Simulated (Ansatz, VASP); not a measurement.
# Zn in VASP and in Ansatz

```
Zn
1.0
     2.57097    0.00000    0.00000
    -1.28549    2.22653    0.00000
     0.00000    0.00000    4.73619
Zn
2
Direct
  0.33333 0.66667 0.25000
  0.66667 0.33333 0.75000
```

Alike in both runs: task single point; functional LDA; k mesh 20 × 20 × 10; occupations fermi-dirac, width 0.1 eV; no spin polarisation.

```csv
,VASP,Ansatz
version,VASP 6.6.1,Ansatz 0.2.0
potentials or method,"VASP PAW LDA potentials, release 64 (Zn)","plane waves (420 eV) with PAW, scalar-relativistic"
plane-wave cutoff (eV),520,420
valence electrons in the cell,24,24
```

VASP gave:

- pressure (GPa): 0.8
- largest component of the traceless stress (GPa): 0.49

Q: Estimate Ansatz's values.

A: Pressure (GPa): 0.1; largest component of the traceless stress (GPa): 0.25.

Ansatz warned: «pseudo_functional_mismatch».
